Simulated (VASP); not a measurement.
# Rb (Im-3m) in VASP: notebook

The runs below take Rb through relaxation of the atoms, with PBE+D3(BJ).

All numbers are computed with VASP 6.6.1; they aren't measurements. Logs are shortened: lines on timing, memory, paths and dates and some standing lists are left out, and cuts for length are marked.

## 1. The structure

The structure is cubic, space group Im-3m (No. 229). The conventional cell has a = 5.560 Å, b = 5.560 Å, c = 5.560 Å, α = 90.00°, β = 90.00°, γ = 90.00°.

## 2. Relaxation of the atoms, PBE+D3(BJ) (a relaxed cell with its volume scaled by 0.98)

Input file INCAR:

```
SYSTEM = Rb
  PREC = Accurate
  ENCUT = 600
  EDIFF = 1E-7
  ISMEAR = 1
  SIGMA = 0.1
  LREAL = .False.
  LASPH = .True.
  NELM = 80
  ALGO = Normal
  ISIF = 2
  LWAVE = .False.
  LCHARG = .False.
  GGA = PE
  IVDW = 12
  IBRION = 2
  NSW = 40
  EDIFFG = -0.01
```

Input file KPOINTS:

```
Automatic mesh
0
Gamma
  10 10 10
  0 0 0
```

Input file POSCAR:

```
Rb                                      
1.0
   -2.7612075171      2.7612075171      2.7612075171
    2.7612075171     -2.7612075171      2.7612075171
    2.7612075171      2.7612075171     -2.7612075171
  Rb            
     1
Direct
     0.0000000000000000    0.0000000000000000    0.0000000000000000
```

Potentials or basis: VASP PAW PBE potentials, release 64 (Rb_sv).

Started as:

```bash
> cat potpaw_PBE.64/Rb_sv/POTCAR > POTCAR
> mpirun -np 1 vasp_std > vasp.out
```

OUTCAR:

```text
SYSTEM = Rb
   PREC = Accurate
   ENCUT = 600
   EDIFF = 1E-7
   ISMEAR = 1
   LREAL = .False.
   LASPH = .True.
   NELM = 80
   ISIF = 2
   GGA = PE
   IVDW = 12
   IBRION = 2
   NSW = 40
   EDIFFG = -0.01
 IVDW          = 12

 ion  position               nearest neighbor table
   1  0.000  0.000  0.000-

  LATTYP: Found a body centered cubic cell.
 ALAT       =     5.5224150342

  Lattice vectors:

 A1 = (  -2.7612075171,   2.7612075171,   2.7612075171)
 A2 = (   2.7612075171,  -2.7612075171,   2.7612075171)
 A3 = (   2.7612075171,   2.7612075171,  -2.7612075171)

Analysis of symmetry for initial positions (statically):
=====================================================================
 Subroutine PRICEL returns:
 Original cell was already a primitive cell.

 Routine SETGRP: Setting up the symmetry group for a
 body centered cubic supercell.

 Subroutine GETGRP returns: Found 48 space group operations
 (whereof 48 operations were pure point group operations)
 out of a pool of 48 trial point group operations.

The static configuration has the point symmetry O_h .

Analysis of symmetry for dynamics (positions and initial velocities):
=====================================================================
 Subroutine PRICEL returns:
 Original cell was already a primitive cell.

 Routine SETGRP: Setting up the symmetry group for a
 body centered cubic supercell.

 Subroutine GETGRP returns: Found 48 space group operations
 (whereof 48 operations were pure point group operations)
 out of a pool of 48 trial point group operations.

The dynamic configuration has the point symmetry O_h .

 Subroutine INISYM returns: Found 48 space group operations
 (whereof 48 operations are pure point group operations),
 and found     1 'primitive' translations

----------------------------------------------------------------------------------------

                                     Primitive cell

  volume of cell :      84.2087

  direct lattice vectors                    reciprocal lattice vectors
    -2.761207517  2.761207517  2.761207517     0.000000000  0.181080197  0.181080197
     2.761207517 -2.761207517  2.761207517     0.181080197  0.000000000  0.181080197
     2.761207517  2.761207517 -2.761207517     0.181080197  0.181080197  0.000000000

  length of vectors
     4.782551710  4.782551710  4.782551710     0.256086070  0.256086070  0.256086070

  position of ions in fractional coordinates (direct lattice)
[... 83 lines left out ...]
   ISIF   =      2    stress and relaxation
   ISYM   =      2    0-nonsym 1-usesym 2-fastsym
   POTIM  = 0.5000    time-step for ionic-motion
   TEBEG  =    0.0;   TEEND  =   0.0 temperature during run
   PSTRESS=    0.0 pullay stress
   NELECT =       9.0000    total number of electrons
   NUPDOWN=      -1.0000    fix difference up-down
   EMIN   =  10.00;   EMAX   =-10.00  energy-range for DOS
   EFERMI =   0.00;   METHOD = LEGACY
   ISMEAR =     1;   SIGMA  =   0.10  broadening in eV -4-tet -1-fermi 0-gaus
   EFERMI_NEDOS =   21; number of points for ismear=-14 and -15
   IALGO  =     38    algorithm
   IMIX   =      4    mixing-type and parameters
     AMIX     =   0.40;   BMIX     =  1.00
     AMIX_MAG =   1.60;   BMIX_MAG =  1.00
  volume/ion in A,a.u.               =      84.21       568.27
  Fermi-wavevector in a.u.,A,eV,Ry     =   0.776909  1.468144  8.212300  0.603587
  Thomas-Fermi vector in A             =   1.879485
   LORBIT       =      0    0 simple, 1 ext, 2 COOP (PROOUT), +10 PAW based schemes
   GGA     = PE    functional components
   LHFCALC =     F    Hartree Fock is set to
   AEXX    =    0.0000 exact exchange contribution
   IVDW    =    12    specifies the selected vdW correction
   LEPSILON=     F    determine dielectric tensor
   LRPA    =     F    only Hartree local field effects (RPA)
 conjugate gradient relaxation of ions
 non-spin polarized calculation
 Methfessel and Paxton  Order N= 1 SIGMA  =   0.10
  energy-cutoff  :      600.00
  volume of cell :       84.21
 maximum number of plane-waves:      2838
 NGX is ok and might be reduce to    40
   NGX = 19   NGY = 19   NGZ = 19

 number of electron       9.0000000 magnetization

 Free energy of the ion-electron system (eV)
  ---------------------------------------------------
  ext. energy  EPLUGINS =         0.00000000
  ---------------------------------------------------
  free energy    TOTEN  =        -0.92726808 eV

  energy without entropy =       -0.92643158  energy(sigma->0) =       -0.92698925

 E-fermi :   0.2030     XC(G=0):  -5.6570

 val. band max:        0.1966142616   @ k =  -0.3000   0.4000   0.2000
 cond. band min:       0.2805742014   @ k =  -0.4000   0.4000   0.2000
 fundamental gap:      0.0839599398
 Fermi energy:         0.2029797879

 k-point     1 :       0.0000    0.0000    0.0000
  band No.  band energies     occupation
      1     -28.6725      2.00000
      2     -12.7059      2.00000
      3     -12.7059      2.00000
      4     -12.7059      2.00000
      5      -1.8838      2.00000
      6       3.9430      0.00000
      7       3.9430      0.00000
      8       3.9430      0.00000
[... 243 lines left out ...]
 k-point    24 :      -0.3000    0.3000    0.1000
  band No.  band energies     occupation
      1     -28.6680      2.00000
      2     -12.7868      2.00000
      3     -12.7373      2.00000
      4     -12.7154      2.00000
      5      -0.7089      2.00000
      6       2.3407      0.00000
      7       3.1391      0.00000
      8       4.0511      0.00000

 [... further k-points ...]

------------------------ aborting loop because EDIFF is reached ----------------------------------------

 Edisp (eV)   -0.10974

 E8    (eV) :    -0.0628

  FORCE on cell =-STRESS in cart. coord.  units (eV):
  Direction    XX          YY          ZZ          XY          YZ          ZX
  --------------------------------------------------------------------------------------
  -------------------------------------------------------------------------------------
  Total       0.03271     0.03271     0.03271    -0.00000    -0.00000     0.00000
  in kB       0.62229     0.62229     0.62229    -0.00000    -0.00000     0.00000
  external pressure =        0.62 kB  Pullay stress =        0.00 kB

 VOLUME and BASIS-vectors are now :
 -----------------------------------------------------------------------------
  energy-cutoff  :      600.00
  volume of cell :       84.21
      direct lattice vectors                 reciprocal lattice vectors
    -2.761207517  2.761207517  2.761207517     0.000000000  0.181080197  0.181080197
     2.761207517 -2.761207517  2.761207517     0.181080197  0.000000000  0.181080197
     2.761207517  2.761207517 -2.761207517     0.181080197  0.181080197  0.000000000

 POSITION                                       TOTAL-FORCE (eV/Angst)
 -----------------------------------------------------------------------------------
      0.00000      0.00000      0.00000         0.000000      0.000000     -0.000000
 -----------------------------------------------------------------------------------
    total drift:                                0.000000      0.000000     -0.000000

  FREE ENERGIE OF THE ION-ELECTRON SYSTEM (eV)
  ---------------------------------------------------
  free  energy   TOTEN  =        -1.0370068026 eV

  energy  without entropy=       -1.0361702983  energy(sigma->0) =       -1.03672797

 reached required accuracy - stopping structural energy minimisation
```

OSZICAR:

```text
N       E                     dE             d eps       ncg     rms          rms(c)
DAV:   1     0.491206139817E+02    0.49121E+02   -0.35444E+03   752   0.908E+02
DAV:   2     0.164013789467E+01   -0.47480E+02   -0.46883E+02   872   0.143E+02
DAV:   3    -0.851746071335E+00   -0.24919E+01   -0.24916E+01  1008   0.400E+01
DAV:   4    -0.925606915098E+00   -0.73861E-01   -0.73788E-01  1240   0.533E+00
DAV:   5    -0.926203160950E+00   -0.59625E-03   -0.59624E-03  1120   0.361E-01    0.138E+00
DAV:   6    -0.926395179264E+00   -0.19202E-03   -0.19757E-03  1192   0.299E-01    0.842E-01
DAV:   7    -0.927158312098E+00   -0.76313E-03   -0.37537E-03   928   0.422E-01    0.498E-02
DAV:   8    -0.927259932884E+00   -0.10162E-03   -0.14719E-04  1096   0.123E-01    0.145E-02
DAV:   9    -0.927268315676E+00   -0.83828E-05   -0.68414E-06  1168   0.239E-02    0.424E-03
DAV:  10    -0.927268054785E+00    0.26089E-06   -0.29989E-06  1232   0.115E-02    0.912E-04
DAV:  11    -0.927268081856E+00   -0.27070E-07   -0.43817E-08   864   0.182E-03
   1 F= -.10370068E+01 E0= -.10367280E+01  d E =-.103701E+01
```

CONTCAR:

```text
Rb
   1.00000000000000
    -2.7612075170999999    2.7612075170999999    2.7612075170999999
     2.7612075170999999   -2.7612075170999999    2.7612075170999999
     2.7612075170999999    2.7612075170999999   -2.7612075170999999
  Rb
     1
Direct
     0.0000000000000000    0.0000000000000000    0.0000000000000000

  0.00000000E+00  0.00000000E+00  0.00000000E+00
```

It took 18 s on 1 thread of Intel Xeon Platinum 8488C (Sapphire Rapids), shared host; peak memory 0.26 GiB.

Results:

```yaml
Free_energy: -1.0370 eV
Pressure_after_relaxing: 0.1 GPa
Band_gap_on_the_k_mesh: none (metal or under the smearing width)
Dispersion_energy_per_atom: -0.110 eV
```

Final structure:
```xyz
1
Lattice="-2.7612 2.7612 2.7612 2.7612 -2.7612 2.7612 2.7612 2.7612 -2.7612" Properties=species:S:1:pos:R:3 pbc="T T T"
Rb    0.0000    0.0000    0.0000
```

Caveat: the relaxation stopped at its first step, so nothing moved; pairwise dispersion overbinds metals, which lowers pressure and volume.

## 3. Relaxation of the atoms, PBE+D3(BJ)

INCAR is that of step 2.

KPOINTS is that of step 2.

Input file POSCAR:

```
Rb                                      
1.0
   -2.7798648906      2.7798648906      2.7798648906
    2.7798648906     -2.7798648906      2.7798648906
    2.7798648906      2.7798648906     -2.7798648906
  Rb            
     1
Direct
     0.0000000000000000    0.0000000000000000    0.0000000000000000
```

Potentials or basis: VASP PAW PBE potentials, release 64 (Rb_sv).

Started as:

```bash
> cat potpaw_PBE.64/Rb_sv/POTCAR > POTCAR
> mpirun -np 1 vasp_std > vasp.out
```

Wall time 18 s (1 thread of Intel Xeon Platinum 8488C (Sapphire Rapids), shared host); peak memory 0.25 GiB.

The run converged. Its results:

* Free energy: -1.0373 eV
* Pressure after relaxing: 0.0 GPa
* Band gap on the k mesh: none (metal or under the smearing width)
* Dispersion energy per atom: -0.108 eV

Final structure:
```
Rb
1.0
    -2.77986    2.77986    2.77986
     2.77986   -2.77986    2.77986
     2.77986    2.77986   -2.77986
Rb
1
Direct
  0.00000 0.00000 0.00000
```

Levels at points of the mesh, in eV from the Fermi level:
| k point | band 3 | band 4 | band 5 | band 6 | band 7 | band 8 |
| --- | --- | --- | --- | --- | --- | --- |
| (0.00, 0.00, 0.00) | -12.92 | -12.92 | -2.06 | 3.72 | 3.72 | 3.72 |
| (0.50, 0.00, 0.00) | -12.96 | -12.92 | 0.22 | 0.81 | 2.59 | 4.37 |
| (0.50, 0.50, 0.50) | -13.00 | -13.00 | 1.21 | 1.21 | 3.39 | 3.39 |

Caveat: the relaxation stopped at its first step, so nothing moved; pairwise dispersion overbinds metals, which lowers pressure and volume.
